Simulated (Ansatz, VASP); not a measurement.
# MnS in VASP and in Ansatz

```xyz
2
Lattice="0.0000 2.6045 2.6045 2.6045 0.0000 2.6045 2.6045 2.6045 0.0000" Properties=species:S:1:pos:R:3 pbc="T T T"
Mn    0.0000    0.0000    0.0000
S     2.6045    2.6045    2.6045
```

Alike in both runs: task single point; functional PBE; k mesh 9 × 9 × 9; occupations gaussian, width 0.027 eV; collinear spin.

|  | VASP | Ansatz |
| --- | --- | --- |
| version | VASP 6.6.1 | Ansatz 0.2.0 |
| potentials or method | VASP PAW PBE potentials, release 64 (Mn_pv, S), cutoff 520 eV | all-electron LAPW, scalar-relativistic |

Ansatz gave:

| Property | Result |
| --- | --- |
| gap on the k mesh at the Fermi level (eV) | none |
| pressure (GPa) | -2.8 |
| net moment per atom (μB) | 2.36 |
| size of the moment on the site where the two differ most (μB) | 4.44 |

Q: Estimate VASP's values.

A: gap on the k mesh at the Fermi level (eV): none; pressure (GPa): -2.9; net moment per atom (μB): 2.36; size of the moment on the site where the two differ most (μB): 4.26.

Site moments also hang on the region over which each program counts them. A gap of «none» marks a metal or a gap that the smearing closes. Ansatz ran all-electron here, so the differences hold the error of VASP's frozen core and of both bases.

Caveats: a cell with one magnetic atom can't hold antiferromagnetic order, which such compounds often take; semilocal functionals often make such compounds metallic where correlation or magnetic order opens a gap, which also shifts bond lengths.
